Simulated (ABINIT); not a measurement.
In:

```
In
1.0
    -1.62547    1.62547    2.47370
     1.62547   -1.62547    2.47370
     1.62547    1.62547   -2.47370
In
1
Cartesian
  0.0000 0.0000 0.0000
```

Base run:

| Property | Result |
| --- | --- |
| Program | ABINIT 10.8.3 (patched build) |
| Functional | BLYP |
| Potentials or basis | JTH PAW PBE v2.0 |
| Cutoff | 707 eV |
| k mesh | 11 × 11 × 11 |
| Occupations | fermi-dirac, width 0.05 eV |
| Spin | no spin polarisation |

Its results: band gap on the k mesh none (metal or under the smearing width); pressure 5.7 GPa.

Question: After a change of settings the same cell gave: band gap on the k mesh none (metal or under the smearing width); pressure -1.6 GPa. Which change was it?
A. functional from BLYP to r2SCAN
B. functional from BLYP to PBEsol
C. functional from BLYP to SCAN
D. functional from BLYP to PW91

Answer: B.

PBEsol binds more tightly than BLYP, so the same cell stands under less pressure.

Caveats: the PAW data sets were made with another functional, which shifts forces and pressure a little; spin-orbit coupling is left out, which moves the levels of the heavy elements.

Runs at the PBE level aren't shown here.
